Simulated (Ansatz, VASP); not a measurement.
# LaSb in two plane-wave programs

One calculation is typed for both programs; each brings its own data sets and cutoff. How far apart do they land?

Main program and level: Ansatz 0.2.0; plane waves, with VASP 6.6.1 beside it; single point at PBEsol.

### Step 1. The starting structure

It takes space group Fm-3m (No. 225, cubic). The conventional cell has a = 6.490 Å, b = 6.490 Å, c = 6.490 Å, α = 90.00°, β = 90.00°, γ = 90.00°. Nearest to La lie 6 Sb at 3.25 Å. Nearest to Sb lie 6 La at 3.25 Å. Farther neighbours are not listed.

### Step 2. VASP: single point, PBEsol

With cell and atoms fixed, the geometry can't cause a difference; cores, projectors, grids and the points listed under the comparison can.

Lines of VASP's logs that name or quote its potential files are left out, and so is its time.

Input file INCAR:

```
SYSTEM = LaSb
PREC = Accurate
ENCUT = 400
EDIFF = 1E-05
NELM = 100
ISMEAR = 0
SIGMA = 0.05
LREAL = .FALSE.
ALGO = Normal
GGA = PS
NBANDS = 14
LASPH = .TRUE.
LORBIT = 11
LWAVE = .FALSE.
LCHARG = .FALSE.
KPAR = 4
```

Input file POSCAR:

```
LaSb
1.0
    0.0000000000      3.2450000000      3.2450000000
    3.2450000000      0.0000000000      3.2450000000
    3.2450000000      3.2450000000      0.0000000000
La Sb
1 1
Direct
    0.0000000000      0.0000000000      0.0000000000
    0.5000000000      0.5000000000      0.5000000000
```

Input file KPOINTS:

```
Automatic mesh
0
Gamma
6 6 6
0 0 0
```

The projector-augmented-wave data sets are La and Sb (PBE family, release 64).

Command:

```sh
$ mpirun -np 4 vasp_std
```

Numbers of over 12 decimals in the logs are rounded to 6 here.

The program printed:

```text
[banner, memory and clock lines left out]
running    4 mpi-ranks, on    1 nodes
 distrk:  each k-point on    1 cores,    4 groups
 distr:  one band on    1 cores,    1 groups

 POSCAR found type information on POSCAR LaSb
 POSCAR found :  2 types and       2 ions
|                                                                             |
|               ----> ADVICE to this user running VASP <----                  |
|                                                                             |
|     You enforced a specific xc type in the INCAR file but a different       |
|     [... a line on the potential file left out ...]
|     I HOPE YOU KNOW WHAT YOU ARE DOING!                                     |
|                                                                             |

 LDA part: xc-table for (Slater+PW92), standard interpolation
 POSCAR, INCAR and KPOINTS ok, starting setup
 FFT: planning ... GRIDC
 FFT: planning ... GRID_SOFT
 FFT: planning ... GRID
 WAVECAR not read
 entering main loop
       N       E                     dE             d eps       ncg     rms          rms(c)
DAV:   1     0.120240193490E+03    0.12024E+03   -0.45671E+03   448   0.106E+03
DAV:   2    -0.113483370554E+01   -0.12138E+03   -0.11569E+03   584   0.194E+02
DAV:   3    -0.118924980371E+02   -0.10758E+02   -0.10527E+02   620   0.901E+01
DAV:   4    -0.124713558521E+02   -0.57886E+00   -0.57681E+00   852   0.161E+01
DAV:   5    -0.124910003698E+02   -0.19645E-01   -0.19621E-01   644   0.301E+00    0.335E+00
DAV:   6    -0.124131827775E+02    0.77818E-01   -0.16477E-01   696   0.190E+00    0.213E+00
DAV:   7    -0.123985717067E+02    0.14611E-01   -0.77893E-02   734   0.170E+00    0.653E-01
DAV:   8    -0.124001977674E+02   -0.16261E-02   -0.15843E-02   750   0.105E+00    0.137E-01
DAV:   9    -0.124004526343E+02   -0.25487E-03   -0.25199E-03   838   0.439E-01    0.725E-02
DAV:  10    -0.124005854193E+02   -0.13278E-03   -0.46861E-04   686   0.137E-01    0.346E-02
DAV:  11    -0.124006458622E+02   -0.60443E-04   -0.36229E-04   836   0.131E-01    0.226E-02
DAV:  12    -0.124006505923E+02   -0.47300E-05   -0.14773E-05   622   0.206E-02
   1 F= -.12400651E+02 E0= -.12400531E+02  d E =-.239951E-03
```

From OUTCAR (step 2):

```text
ion  position               nearest neighbor table
   1  0.000  0.000  0.000-   2 3.25   2 3.25   2 3.25   2 3.25   2 3.25   2 3.25
   2  0.500  0.500  0.500-   1 3.25   1 3.25   1 3.25   1 3.25   1 3.25   1 3.25

  LATTYP: Found a face centered cubic cell.
 ALAT       =     6.4900000000

 Subroutine GETGRP returns: Found 48 space group operations
 (whereof 48 operations were pure point group operations)

The static configuration has the point symmetry O_h .

 Found     16 irreducible k-points:

   k-points           NKPTS =     16   k-points in BZ     NKDIM =     16   number of bands    NBANDS=     14

   dimension x,y,z NGX =    30 NGY =   30 NGZ =   30
   dimension x,y,z NGXF=    60 NGYF=   60 NGZF=   60

   ENCUT  =  400.0 eV  29.40 Ry    5.42 a.u.   7.48  7.48  7.48*2*pi/ulx,y,z

   NELECT =      16.0000    total number of electrons

 k-points in reciprocal lattice and weights: Automatic mesh
   0.00000000  0.00000000  0.00000000       0.005
   0.16666667  0.00000000  0.00000000       0.037
   0.33333333  0.00000000  0.00000000       0.037
   0.50000000  0.00000000  0.00000000       0.019
   0.16666667  0.16666667  0.00000000       0.028
   0.33333333  0.16666667  0.00000000       0.111
   0.50000000  0.16666667  0.00000000       0.111
  -0.33333333  0.16666667  0.00000000       0.111
  -0.16666667  0.16666667  0.00000000       0.056
[...]
-0.33333333  0.33333333  0.16666667       0.111
  -0.33333333  0.50000000  0.16666667       0.056

 average (electrostatic) potential at core
       1 -97.3296       2 -84.4680

 E-fermi :   6.4672

 k-point     1 :       0.0000    0.0000    0.0000
  band No.  band energies     occupation
      1     -25.9209      2.00000
      2      -9.5344      2.00000
      3      -9.5344      2.00000
      4      -9.5344      2.00000
      5      -2.3742      2.00000
      6       6.8058      0.00000
      7       6.8058      0.00000
      8       6.8058      0.00000
      9       7.8144      0.00000
     10       7.8144      0.00000
    ...

 k-point     2 :       0.1667    0.0000    0.0000
  band No.  band energies     occupation
    ...
      4      -9.5379      2.00000
      5      -2.0845      2.00000
      6       5.5686      2.00000
      7       6.0539      2.00000
      8       6.0539      2.00000
      9       7.9197      0.00000
     10       8.1152      0.00000
     11       8.1152      0.00000
     12       8.7999      0.00000
     13       8.8050      0.00000
    ...

 k-point     3 :       0.3333    0.0000    0.0000
  band No.  band energies     occupation
    ...
      4      -9.5447      2.00000
      5      -1.4342      2.00000
      6       4.0046      2.00000
      7       5.2280      2.00000
      8       5.2280      2.00000
      9       8.1762      0.00000
     10       8.5851      0.00000
     11       8.5851      0.00000
     12       8.8945      0.00000
     13       8.8970      0.00000
    ...

  Total       -0.3914153     -0.3914153     -0.3914153      0.0000000     -0.0000000      0.0000000
  in kB       -9.1764410     -9.1764410     -9.1764410      0.0000000     -0.0000000      0.0000000
  external PRESSURE =      -9.1764410 kB  Pullay stress =       0.0000000 kB

  energy-cutoff  :      400.00
  volume of cell :       68.34
      direct lattice vectors                 reciprocal lattice vectors
     0.000000000  3.245000000  3.245000000    -0.154083205  0.154083205  0.154083205
     3.245000000  0.000000000  3.245000000     0.154083205 -0.154083205  0.154083205
     3.245000000  3.245000000  0.000000000     0.154083205  0.154083205 -0.154083205

 POSITION                                       TOTAL-FORCE (eV/Angst)
 -----------------------------------------------------------------------------------
      0.00000      0.00000      0.00000         0.000000     -0.000000     -0.000000
      3.24500      3.24500      3.24500        -0.000000      0.000000      0.000000
 -----------------------------------------------------------------------------------
    total drift:                               -0.000000      0.000000      0.000000

  FREE ENERGIE OF THE ION-ELECTRON SYSTEM (eV)
  ---------------------------------------------------
  free  energy   TOTEN  =       -12.4006505923 eV

  energy  without entropy=      -12.4004106408  energy(sigma->0) =      -12.40053062

 total charge
# of ion       s       p       d       f       tot
--------------------------------------------------
    1        2.029   5.635   0.686   0.119   8.469
    2        1.129   1.414   0.010   0.000   2.552
--------------------------------------------------
tot          3.158   7.049   0.696   0.119  11.021

[... 3 further parts left out ...]
```

The run ends at a pressure of -0.92 GPa.

### Step 3. Ansatz: single point, PBEsol

Ansatz runs on its default PAW (the set named soft_2) files.

The same cell, functional, mesh and smearing now go to Ansatz, which takes its cutoff from its data sets.

Input file input.yaml:

```yaml
crystal:
  lattice:
    - [0.0, 3.245, 3.245]
    - [3.245, 0.0, 3.245]
    - [3.245, 3.245, 0.0]
  atoms:
    - { symbol: La, position: [0.0, 0.0, 0.0] }
    - { symbol: Sb, position: [0.5, 0.5, 0.5] }
hamiltonian:
  xc: pbesol
  pseudopotentials: { kind: paw }
kpoints:
  mp_grid: { grid: [6, 6, 6] }
scf:
  occupations: { method: gaussian, width: 0.05 }
  n_extra_bands: 4
output:
  forces: true
  stress: true
  eigenvalues: true
  write_density: true
  write_potential: true
  elf: true
  volumetric_format: npy
```

Command:

```sh
$ ansatz run input.yaml --threads 2 --pin off --max-ram 4608MiB --backend cpu --events-out ev --progress --plain --runs-dir out
```

The program printed:

```text
scf.n_extra_bands = 4 over 13 filled bands (N_el = 26.0): the run solves 17 bands
Engine: ansatz 0.2.0, x86_64-unknown-linux-gnu
Pseudopotentials: kind: paw
Pseudopotential: La, paw, valence charge 11, recommended cutoff 420 eV (normal), La.paw.azcp
Pseudopotential: Sb, paw, valence charge 15, recommended cutoff 420 eV (normal), Sb.paw.azcp
Functional definition: PBEsol
  exchange = pbesol_x
  correlation = pbesol_c
Crystal: 2 atoms, lattice volume = 68.340 Å³
Basis set: ecut = 420 eV, 1363 PW (Γ), exchange–correlation on 64×64×64 points (8 copies of the dense FFT grid, shifted against one another)
Bands: 17, of which v1, the nominal top of the filled ones, is band 13 counted from 1 (12 counted from 0)
Symmetry: 48 space group operations
Space group: Fm-3m (ITA 225), of the structure as read, at distance tolerance 4.1e-5 Å
k-points: 16 of 216
Non-local potential: La, projectors of the file, l = 0: 3, l = 1: 2, l = 2: 2, l = 3: 3
Non-local potential: Sb, projectors of the file, l = 0: 2, l = 1: 2, l = 2: 2, l = 3: 2
PAW form: soft (Blöchl's): semilocal exchange-correlation on the pseudo side does not see the compensation charge
PAW frozen core: La, regenerated for the run's functional, and the local potential with it (the file was generated under x = pbe(κ = 0.804, μ = 0.219515), c = pbe(β = 0.066725))
PAW frozen core: Sb, regenerated for the run's functional, and the local potential with it (the file was generated under x = pbe(κ = 0.804, μ = 0.219515), c = pbe(β = 0.066725))
PAW one-centre angular grid: La, 590 points (default); XC on 64 Gauss nodes
PAW one-centre angular grid: Sb, 590 points (default); XC on 64 Gauss nodes
Initial density: superposition of atomic densities (neutral atoms: chi_scale 0, normalization atom), corrected by the library's trained network
Initial wavefunctions: pseudopotential atomic-orbital guess
Functional: x = pbesol(κ = 0.804, μ = 0.123457), c = pbesol(β = 0.046)
SCF iter   1: F=—  HF=-12571.863113 eV  |F-HF|=—  |Δ(HF+E_count)|=         —  Δρ=2.02e-3  dr2=2.73e-3  ethr=1.77e-3  ⟨swp⟩=5.4  Hψ=1224  notcnv=0
preconditioner: auto → none  [insulator: Δε(μ)=0.173 eV  Ē_g=10.608 eV  σ=0.050 eV  W_gap=0.98  n_scr=14 (ndim 8)  ℏωp=16.8 eV  f_vac=0.000  D(μ)=0.09/eV (n_scr^D=0)  ε∞_Penn≈3.5]
SCF iter   2: F=—  HF=-12571.861171 eV  |F-HF|=—  |Δ(HF+E_count)|=   1.94e-3  Δρ=1.21e-3  dr2=9.30e-4  ethr=1.05e-5  ⟨swp⟩=2.4  Hψ=680  notcnv=0  defer=1
SCF iter   3: F=—  HF=-12571.861000 eV  |F-HF|=—  |Δ(HF+E_count)|=   1.71e-4  Δρ=4.81e-4  dr2=9.21e-5  ethr=3.58e-6  ⟨swp⟩=2.0  Hψ=523  notcnv=0  defer=1
SCF iter   4: F=—  HF=-12571.861018 eV  |F-HF|=—  |Δ(HF+E_count)|=   1.83e-5  Δρ=2.14e-4  dr2=1.94e-5  ethr=3.54e-7  ⟨swp⟩=1.9  Hψ=316  notcnv=0  defer=1
SCF iter   5: F=—  HF=-12571.861024 eV  |F-HF|=—  |Δ(HF+E_count)|=   5.39e-6  Δρ=4.57e-5  dr2=9.93e-7  ethr=7.45e-8  ⟨swp⟩=2.2  Hψ=402  notcnv=0  defer=1
SCF iter   6: F=-12571.861024 eV  HF=-12571.861024 eV  |F-HF|=1.58e-9  |Δ(HF+E_count)|=   2.40e-7  Δρ=5.04e-6  dr2=9.84e-9  ethr=3.85e-10  ⟨swp⟩=8.1  Hψ=2006  notcnv=0
SCF 1 converged in 6 iterations: F = -12571.861024 eV  dr2 = 9.84e-9
  greatest PAW one-centre occupation: 0.996 electrons in one spin orbital (limit 2), on the Sb atom at site 1 (counted from 0), in its partial waves of l = 2
SCF converged after 6 iterations
Free energy (F): -12571.861024 eV
Harris-Foulkes:  -12571.861024 eV  (|F-HF|=1.58e-9)
Internal energy: -12571.860911 eV  (E = F + TS)
E sigma→0 (E₀):  -12571.860967 eV
Entropy (-TS):   -0.000113 eV (-0.057 meV/atom)
Fermi energy:    9.409812 eV
--- Per-component energies (eV) ---
  E_band       = -215.797064
  E_kinetic    = 399.608594
  E_local      = -2067.701361  (includes V_loc(G=0)·N_el)
  E_nonlocal   = 462.519134
  E_hartree    = 898.014952
  E_xc         = -275.790595
  E_vxc        = -243.856993  (∫ρ·V_xc dr)
  E_paw        = -9830.204249  (= ΣΔE_a)
  E_vpaw       = -562.399546  (= ΣTr[D̂ρ^β])
  E_aug_tail   = -0.000002  (compensation charges beyond the density's cutoff)
  E_ewald      = -2158.808750
  E_core_change = 0.501366  (= ΣΔE_core)
  E_smearing   = -0.000113  (= −TS)
  E_closure    = 0.000000  (closes the sum)
  Σ components = -12571.861024   (vs F -12571.861024, Δ=0.00e0)
--- Forces (eV/Å), atoms counted from 1 ---
  atom   1  La    -0.00000000    -0.00000000    -0.00000000
  atom   2  Sb     0.00000000     0.00000000    -0.00000000
  max |Σ_I F_I| component: 3.98e-29 eV/Å
--- Stress (GPa, compression-positive) ---
       -0.842808       0.000000       0.000000
        0.000000      -0.842808       0.000000
        0.000000       0.000000      -0.842808
  P = ⅓ Tr σ = -0.8428 GPa (-8.428 kbar)
--- Band table (eV; the first three rows and the last of 16) ---
  k-point 0: bands = [... 9 lower, 0.5471, 9.7189, 9.7189, 9.7189, 10.7688, 10.7688, 10.7688, 11.4255]
  k-point 1: bands = [... 9 lower, 0.8364, 8.5040, 8.9895, 8.9895, 10.8346, 11.0514, 11.0514, 11.6270]
  k-point 2: bands = [... 9 lower, 1.4850, 6.9471, 8.1710, 8.1710, 11.0615, 11.4426, 11.4426, 11.7113]
  k-point 15: bands = [... 9 lower, 1.3378, 8.0285, 8.0605, 8.3278, 10.6338, 11.4820, 11.6309, 11.6610]
```

It took 2.4 s on 2 threads of Intel Xeon at 2.60GHz (Ice Lake), shared host; peak memory 0.38 GiB; 3.1 s of CPU time.

In the SCF lines HF is the Harris–Foulkes energy and dr2 the Hartree energy of the density residual, in eV; the loop may stop once dr2 is under the threshold and the program's other checks hold. Hψ counts applications of the Hamiltonian.

The run ends at a pressure of -0.84 GPa.

### Step 4. Differences

Known differences besides the potentials themselves: the data sets hold 26 valence electrons in Ansatz (default PAW (the set named soft_2) files) and 16 in VASP; the cutoff is 420 eV in Ansatz and 400 eV in VASP; Ansatz makes its cores anew for this functional, VASP keeps those of its PBE data sets. Total energies have different zeros and are not compared.

The two programs side by side:

```tsv
quantity	Ansatz	VASP	difference
pressure (GPa)	-0.84	-0.92	+0.07
```

Ansatz's pressure holds a Pulay correction of 0.02 GPa; VASP's holds none.

### Step 5. Results

```json
{"difference in pressure (single point, PBEsol)": "0.075 GPa"}
```

The difference in pressure is 0.075 GPa (single point, PBEsol), within the 1 GPa picked in this series as the mark of a large difference. Such differences can come from data sets, numerical settings and the points named under the comparisons, not from the functional's error against experiment.

[Lines on the potential files, build, host, timing and source positions are cut from VASP's logs without a mark.]

[Logs are printed without paths, hosts, clocks, repeated set-up lines and the standing remarks that a program may print on its own settings, such as how far it seeks lower states.]

[Hosts, paths, dates, database ids (printed as entryN), source tags and the programs' standing remarks are cut or masked in the printed files.]
